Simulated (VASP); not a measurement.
# Zr (P6/mmm) in VASP: further runs

One crystal, Zr, is run at these levels: PBE; tasks: relaxation of cell and atoms.

Program: VASP 6.6.1. These are calculated values, not measurements. Logs are shortened: lines on timing, memory, paths and dates and some standing lists are left out, and cuts for length are marked.

### 1 Starting point

The structure is hexagonal, space group P6/mmm (No. 191). The conventional cell has a = 5.033 Å, b = 5.033 Å, c = 3.132 Å, α = 90.00°, β = 90.00°, γ = 120.00°. Zr (site symmetry -6m2) is surrounded by 11 Zr at 2.91 to 3.30 Å. Around Zr (site symmetry 6/mmm) lie 14 Zr at 3.13 to 3.30 Å.

The cell was built by a generator and needn't be a form met in nature.

### 2 Relaxation of cell and atoms, PBE

Contents of INCAR:

```
  PREC = Accurate
  ENCUT = 600
  EDIFF = 1E-6
  ISMEAR = 1
  SIGMA = 0.1
  LREAL = F
  LASPH = T
  NELM = 80
  ALGO = Normal
  ISIF = 3
  LWAVE = F
  LCHARG = F
  GGA = PE
  IBRION = 2
  NSW = 90
  EDIFFG = -0.01
```

Contents of KPOINTS:

```
regular mesh
0
Gamma
  9 9 12
```

Contents of POSCAR:

```
Zr
1.0
    5.0328000000      0.0000000000      0.0000000000
   -2.5164000000      4.3585326500      0.0000000000
    0.0000000000      0.0000000000      3.1324000000
Zr
3
Direct
    0.6666666700      0.3333333300      0.5000000000
    0.3333333300      0.6666666700      0.5000000000
    0.0000000000      0.0000000000      0.0000000000
```

Potentials or basis: VASP PAW PBE potentials, release 64 (Zr_sv).

On the command line:

```console
$ cat potpaw_PBE.64/Zr_sv/POTCAR > POTCAR
$ mpirun -np 1 vasp_std > vasp.out
```

OUTCAR:

```text
PREC = Accurate
   ENCUT = 600
   EDIFF = 1E-6
   ISMEAR = 1
   LREAL = F
   LASPH = T
   NELM = 80
   ISIF = 3
   GGA = PE
   IBRION = 2
   NSW = 90
   EDIFFG = -0.01

 ion  position               nearest neighbor table
   1  0.667  0.333  0.500-   2 2.91   2 2.91   2 2.91   3 3.30   3 3.30   3 3.30   3 3.30   3 3.30
                             3 3.30
   2  0.333  0.667  0.500-   1 2.91   1 2.91   1 2.91   3 3.30   3 3.30   3 3.30   3 3.30   3 3.30
                             3 3.30
   3  0.000  0.000  0.000-   1 3.30   2 3.30   1 3.30   2 3.30   2 3.30   2 3.30   1 3.30   1 3.30
                             1 3.30   1 3.30   2 3.30   2 3.30

  LATTYP: Found a hexagonal cell.
 ALAT       =     5.0328000000
 C/A-ratio  =     0.6223970752

  Lattice vectors:

 A1 = (   5.0328000000,   0.0000000000,   0.0000000000)
 A2 = (  -2.5164000000,   4.3585326500,   0.0000000000)
 A3 = (   0.0000000000,   0.0000000000,   3.1324000000)

Analysis of symmetry for initial positions (statically):
=====================================================================
 Subroutine PRICEL returns:
 Original cell was already a primitive cell.

 Routine SETGRP: Setting up the symmetry group for a
 hexagonal supercell.

 Subroutine GETGRP returns: Found 24 space group operations
 (whereof 24 operations were pure point group operations)
 out of a pool of 24 trial point group operations.

The static configuration has the point symmetry D_6h.

Analysis of symmetry for dynamics (positions and initial velocities):
=====================================================================
 Subroutine PRICEL returns:
 Original cell was already a primitive cell.

 Routine SETGRP: Setting up the symmetry group for a
 hexagonal supercell.

 Subroutine GETGRP returns: Found 24 space group operations
 (whereof 24 operations were pure point group operations)
 out of a pool of 24 trial point group operations.

The dynamic configuration has the point symmetry D_6h.

 Subroutine INISYM returns: Found 24 space group operations
 (whereof 24 operations are pure point group operations),
 and found     1 'primitive' translations

----------------------------------------------------------------------------------------

                                     Primitive cell

  volume of cell :      68.7111

  direct lattice vectors                    reciprocal lattice vectors
     5.032800000  0.000000000  0.000000000     0.198696551  0.114717507  0.000000000
    -2.516400000  4.358532650  0.000000000     0.000000000  0.229435014  0.000000000
     0.000000000  0.000000000  3.132400000     0.000000000  0.000000000  0.319244030

  length of vectors
     5.032800000  5.032799998  3.132400000     0.229435014  0.229435014  0.319244030

  position of ions in fractional coordinates (direct lattice)
     0.666666670  0.333333330  0.500000000
     0.333333330  0.666666670  0.500000000
     0.000000000  0.000000000  0.000000000

  ion indices of the primitive-cell ions
   primitive index   ion index
                 1           1
                 2           2
                 3           3

----------------------------------------------------------------------------------------

 KPOINTS: regular mesh

Automatic generation of k-mesh.
 Grid dimensions read from file:
 generate k-points for:    9    9   12

 Generating k-lattice:

  Cartesian coordinates                     Fractional coordinates (reciprocal lattice)
     0.022077395  0.012746390  0.000000000     0.111111111 -0.000000000  0.000000000
     0.000000000  0.025492779  0.000000000     0.000000000  0.111111111  0.000000000
     0.000000000  0.000000000  0.026603669     0.000000000  0.000000000  0.083333333

  Length of vectors
     0.025492779  0.025492779  0.026603669

  Shift w.r.t. Gamma in fractional coordinates (k-lattice)
     0.000000000  0.000000000  0.000000000

 Subroutine IBZKPT returns following result:
 ===========================================

 Found     84 irreducible k-points:

 Following reciprocal coordinates:
            Coordinates               Weight
  0.000000  0.000000  0.000000      1.000000
  0.111111  0.000000  0.000000      6.000000
  0.222222  0.000000  0.000000      6.000000
  0.333333 -0.000000  0.000000      6.000000
  0.444444  0.000000  0.000000      6.000000
  0.111111  0.111111  0.000000      6.000000
[... 16 lines left out ...]
  0.333333  0.222222  0.083333     24.000000
  0.333333  0.333333  0.083333      4.000000
 [... further k-points ...]
   k-points           NKPTS =     84   k-points in BZ     NKDIM =     84   number of bands    NBANDS=     22
   number of dos      NEDOS =    301   number of ions     NIONS =      3
   total plane-waves  NPLWV =  44800
   dimension x,y,z NGX =    40 NGY =   40 NGZ =   28
   dimension x,y,z NGXF=    80 NGYF=   80 NGZF=   56
   ions per type =               3
   NGX,Y,Z   is equivalent  to a cutoff of  13.21, 13.21, 14.86 a.u.
   NGXF,Y,Z  is equivalent  to a cutoff of  26.43, 26.43, 29.72 a.u.
 SYSTEM =  unknown system
   PREC   = accura    normal or accurate (medium, high low for compatibility)
   ISTART =      0    job   : 0-new  1-cont  2-samecut
   ICHARG =      2    charge: 1-file 2-atom 10-const
   ISPIN  =      1    spin polarized calculation?
   LNONCOLLINEAR =      F non collinear calculations
   LSORBIT =      F    spin-orbit coupling
   LASPH  =      T    aspherical Exc in radial PAW
   ENCUT  =  600.0 eV  44.10 Ry    6.64 a.u.  10.05 10.05  6.26*2*pi/ulx,y,z
   NELM   =     80;   NELMIN=  2; NELMDL= -5     # of ELM steps
   EDIFF  = 0.1E-05   stopping-criterion for ELM
   LREAL  =      F    real-space projection
   EDIFFG = -.1E-01   stopping-criterion for IOM
   NSW    =     90    number of steps for IOM
   IBRION =      2    ionic relax: 0-MD 1-quasi-New 2-CG
   NFREE  =      1    steps in history (QN), initial steepest desc. (CG)
   ISIF   =      3    stress and relaxation
   ISYM   =      2    0-nonsym 1-usesym 2-fastsym
   POTIM  = 0.5000    time-step for ionic-motion
   TEBEG  =    0.0;   TEEND  =   0.0 temperature during run
   PSTRESS=    0.0 pullay stress
   NELECT =      36.0000    total number of electrons
   NUPDOWN=      -1.0000    fix difference up-down
   EMIN   =  10.00;   EMAX   =-10.00  energy-range for DOS
[... 5 lines left out ...]
     AMIX     =   0.40;   BMIX     =  1.00
     AMIX_MAG =   1.60;   BMIX_MAG =  1.00
  volume/ion in A,a.u.               =      22.90       154.56
  Fermi-wavevector in a.u.,A,eV,Ry     =   1.319775  2.494013 23.698714  1.741806
  Thomas-Fermi vector in A             =   2.449649
   LORBIT       =      0    0 simple, 1 ext, 2 COOP (PROOUT), +10 PAW based schemes
   GGA     = PE    functional components
   LHFCALC =     F    Hartree Fock is set to
   AEXX    =    0.0000 exact exchange contribution
   IVDW    =     0    specifies the selected vdW correction
   LEPSILON=     F    determine dielectric tensor
   LRPA    =     F    only Hartree local field effects (RPA)
 conjugate gradient relaxation of ions
 non-spin polarized calculation
 Methfessel and Paxton  Order N= 1 SIGMA  =   0.10
  energy-cutoff  :      600.00
  volume of cell :       68.71
 maximum number of plane-waves:      2328
   NGX = 21   NGY = 21   NGZ = 13

--------------------------------------- Ionic step        1  -------------------------------------------

 number of electron      36.0000000 magnetization

 Free energy of the ion-electron system (eV)
  ---------------------------------------------------
  ext. energy  EPLUGINS =         0.00000000
  ---------------------------------------------------
  free energy    TOTEN  =       -25.55911398 eV

  energy without entropy =      -25.56012232  energy(sigma->0) =      -25.55945010

------------------------ aborting loop because EDIFF is reached ----------------------------------------

  FORCE on cell =-STRESS in cart. coord.  units (eV):
  Direction    XX          YY          ZZ          XY          YZ          ZX
  --------------------------------------------------------------------------------------
  -------------------------------------------------------------------------------------
  Total        0.2606634      0.2606634      0.6376932      0.0000000      0.0000000     -0.0000000
  in kB        6.0780390      6.0780389     14.8694584      0.0000000      0.0000000     -0.0000000
  external PRESSURE =       9.0085121 kB  Pullay stress =       0.0000000 kB
[... 96 lines left out ...]
  energy  without entropy=      -25.5628353051  energy(sigma->0) =      -25.56190910

--------------------------------------- Ionic step        4  -------------------------------------------

 number of electron      36.0000000 magnetization

 Free energy of the ion-electron system (eV)
  ---------------------------------------------------
  ext. energy  EPLUGINS =         0.00000000
  ---------------------------------------------------
  free energy    TOTEN  =       -25.56159584 eV

  energy without entropy =      -25.56328740  energy(sigma->0) =      -25.56215970

 E-fermi :   8.9552     XC(G=0): -11.1135

 val. band max:        8.9236848573   @ k =   0.4444   0.1111   0.2500
 cond. band min:       8.9606305074   @ k =   0.3333   0.1111   0.0000
 fundamental gap:      0.0369456500
 Fermi energy:         8.9551702397

 k-point     1 :       0.0000    0.0000    0.0000
  band No.  band energies     occupation
      1     -39.9510      2.00000
      2     -39.6547      2.00000
      3     -39.4594      2.00000
      4     -18.0795      2.00000
      5     -18.0795      2.00000
      6     -18.0484      2.00000
[... 574 lines left out ...]
      6     -18.1158      2.00000
[... 14 lines left out ...]
     21       9.4341     -0.00000
     22      10.5563     -0.00000

 [... further k-points ...]
[... 5 lines left out ...]
  --------------------------------------------------------------------------------------
  -------------------------------------------------------------------------------------
  Total       -0.0015931     -0.0015931     -0.0002977      0.0000000      0.0000000      0.0000000
  in kB       -0.0368097     -0.0368097     -0.0068792      0.0000000      0.0000000      0.0000000
  external PRESSURE =      -0.0268329 kB  Pullay stress =       0.0000000 kB
[... 18 lines left out ...]
  FREE ENERGIE OF THE ION-ELECTRON SYSTEM (eV)
  ---------------------------------------------------
  free  energy   TOTEN  =       -25.5615958427 eV

  energy  without entropy=      -25.5632874039  energy(sigma->0) =      -25.56215970

 reached required accuracy - stopping structural energy minimisation
```

Wall time 5.2 min (1 thread of Intel Xeon Platinum 8488C (Sapphire Rapids), shared host); peak memory 0.28 GiB.

Results:

- Free energy: -25.5616 eV
- Relaxed volume: 23.11 Å³/atom
- Relaxed cell: a = 5.038 Å, b = 5.038 Å, c = 3.154 Å, α = 90.00°, β = 90.00°, γ = 120.00°
- Space group after relaxing (to 0.05 Å): P6/mmm (No. 191)
- Energy gained by relaxing: 0.8 meV/atom
- Ionic steps: 4
- Pressure after relaxing: 0.0 GPa
- Band gap on the k mesh: none (metal or under the smearing width)

The path:
```
step  energy change (eV)  largest force (eV/Å)  pressure (GPa)  volume (Å³)
   1              0.0000                0.0000            0.90        68.71
   2             -0.0006                0.0000           -0.89        70.00
   3             -0.0023                0.0000           -0.08        69.40
   4             -0.0025                0.0000            0.00        69.34
```

Final structure:
```
CELL_PARAMETERS angstrom
5.03848 0.00000 0.00000
-2.51924 4.36345 0.00000
0.00000 0.00000 3.15405
ATOMIC_POSITIONS crystal
Zr 0.66667 0.33333 0.50000
Zr 0.33333 0.66667 0.50000
Zr 0.00000 0.00000 0.00000
```

### 3 Relaxation of cell and atoms, PBE

This run uses another cell than the first one, of 23.11 Å³/atom, 1.009 times its volume.

Edit INCAR of step 2 so:

```diff
@@ -2,3 +2,3 @@
   ENCUT = 600
-  EDIFF = 1E-6
+  EDIFF = 1E-7
   ISMEAR = 1
@@ -15,2 +15,2 @@
   NSW = 90
-  EDIFFG = -0.01
+  EDIFFG = -0.005
```

KPOINTS is that of step 2.

Contents of POSCAR:

```
Zr                                      
1.0
    5.0384781731     -0.0000000000     -0.0000000000
   -2.5192390865      4.3634500921      0.0000000000
   -0.0000000000      0.0000000000      3.1540527386
  Zr            
     3
Direct
     0.6666666699999979    0.3333333300000021    0.5000000000000000
     0.3333333300000021    0.6666666699999979    0.5000000000000000
     0.0000000000000000    0.0000000000000000    0.0000000000000000
```

Potentials or basis: VASP PAW PBE potentials, release 64 (Zr_sv).

On the command line:

```console
$ cat potpaw_PBE.64/Zr_sv/POTCAR > POTCAR
$ mpirun -np 1 vasp_std > vasp.out
```

It took 2.9 min on 1 thread of Intel Xeon Platinum 8488C (Sapphire Rapids), shared host; peak memory 0.27 GiB.

Results (log left out):

```
Free energy             : -25.5618 eV
Pressure after relaxing : 0.0 GPa
Band gap on the k mesh  : none (metal or under the smearing width)
```

Final structure:
```
CELL_PARAMETERS angstrom
5.03848 0.00000 0.00000
-2.51924 4.36345 0.00000
0.00000 0.00000 3.15405
ATOMIC_POSITIONS crystal
Zr 0.66667 0.33333 0.50000
Zr 0.33333 0.66667 0.50000
Zr 0.00000 0.00000 0.00000
```

Levels at points of the mesh, in eV from the Fermi level:
```csv
k point,band 16,band 17,band 18,band 19,band 20,band 21
"(0.00, 0.00, 0.00)",-0.51,-0.47,-0.47,-0.17,0.84,1.61
"(0.00, 0.00, 0.50)",-1.88,-1.88,-1.41,1.20,1.20,1.63
```

Caveat: the relaxation stopped at its first step, so nothing moved.
